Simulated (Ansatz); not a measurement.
# C32NO: the cost of one run

Program: Ansatz 0.2.0. Level of theory: DFT LDA, plane waves, PAW, scalar-relativistic, collinear spin. These are calculated values, not measurements.

### 1 The system as given

The cell holds 34 atoms (C32NO): a = 9.864 Å, b = 9.864 Å, c = 11.000 Å, α = 90.00°, β = 90.00°, γ = 120.00°.

Its coordinates follow in the input file.

### 2 Preparing the start

File input.yaml:

```yaml
crystal:
  lattice:
    - [9.864, 0.0, 0.0]
    - [-4.932, 8.542475, 0.0]
    - [0.0, 0.0, 11.0]
  atoms:
    - { symbol: C, position: [0.0, 0.0, 0.0909091] }
    - { symbol: C, position: [0.1666667, 0.0833333, 0.0909091] }
    - { symbol: C, position: [0.0, 0.25, 0.0909091] }
    - { symbol: C, position: [0.1666667, 0.3333333, 0.0909091] }
    - { symbol: C, position: [0.0, 0.5, 0.0909091] }
    - { symbol: C, position: [0.1666667, 0.5833333, 0.0909091] }
    - { symbol: C, position: [0.0, 0.75, 0.0909091] }
    - { symbol: C, position: [0.1666667, 0.8333333, 0.0909091] }
    - { symbol: C, position: [0.25, 0.0, 0.0909091] }
    - { symbol: C, position: [0.4166667, 0.0833333, 0.0909091] }
    - { symbol: C, position: [0.25, 0.25, 0.0909091] }
    - { symbol: C, position: [0.4166667, 0.3333333, 0.0909091] }
    - { symbol: C, position: [0.25, 0.5, 0.0909091] }
    - { symbol: C, position: [0.4166667, 0.5833333, 0.0909091] }
    - { symbol: C, position: [0.25, 0.75, 0.0909091] }
    - { symbol: C, position: [0.4166667, 0.8333333, 0.0909091] }
    - { symbol: C, position: [0.5, 0.0, 0.0909091] }
    - { symbol: C, position: [0.6666667, 0.0833333, 0.0909091] }
    - { symbol: C, position: [0.5, 0.25, 0.0909091] }
    - { symbol: C, position: [0.6666667, 0.3333333, 0.0909091] }
    - { symbol: C, position: [0.5, 0.5, 0.0909091] }
    - { symbol: C, position: [0.6666667, 0.5833333, 0.0909091] }
    - { symbol: C, position: [0.5, 0.75, 0.0909091] }
    - { symbol: C, position: [0.6666667, 0.8333333, 0.0909091] }
    - { symbol: C, position: [0.75, 0.0, 0.0909091] }
    - { symbol: C, position: [0.9166667, 0.0833333, 0.0909091] }
    - { symbol: C, position: [0.75, 0.25, 0.0909091] }
    - { symbol: C, position: [0.9166667, 0.3333333, 0.0909091] }
    - { symbol: C, position: [0.75, 0.5, 0.0909091] }
    - { symbol: C, position: [0.9166667, 0.5833333, 0.0909091] }
    - { symbol: C, position: [0.75, 0.75, 0.0909091] }
    - { symbol: C, position: [0.9166667, 0.8333333, 0.0909091] }
    - { symbol: "N", position: [-0.0004187, 0.2554666, 0.2263636], spin: 1.0 }
    - { symbol: O, position: [-0.0004187, 0.2554666, 0.3336364] }
magnetization:
  spin_polarized: true
basis:
  ecutwfc: 420.0
kpoints:
  mp_grid: { grid: [1, 1, 1] }
hamiltonian:
  xc: lda
scf:
  occupations: { method: fermi_dirac, width: 0.05 }
  lower_state_search: "off"
relax:
  f_tol: 0.08
  max_steps: 25
  adjacent_minimum: "off"
output:
  write_density: true
  write_potential: true
  elf: true
  volumetric_format: npy
```

On the command line:

```
$ ansatz run input.yaml --threads 2 --pin off --max-ram 5120MiB --backend cpu --events-out ev --progress --plain --runs-dir out
```

What time and memory should one allow on 2 threads of Arm Neoverse N1, shared host?

About 6.7 min, with a peak of 0.94 GiB.
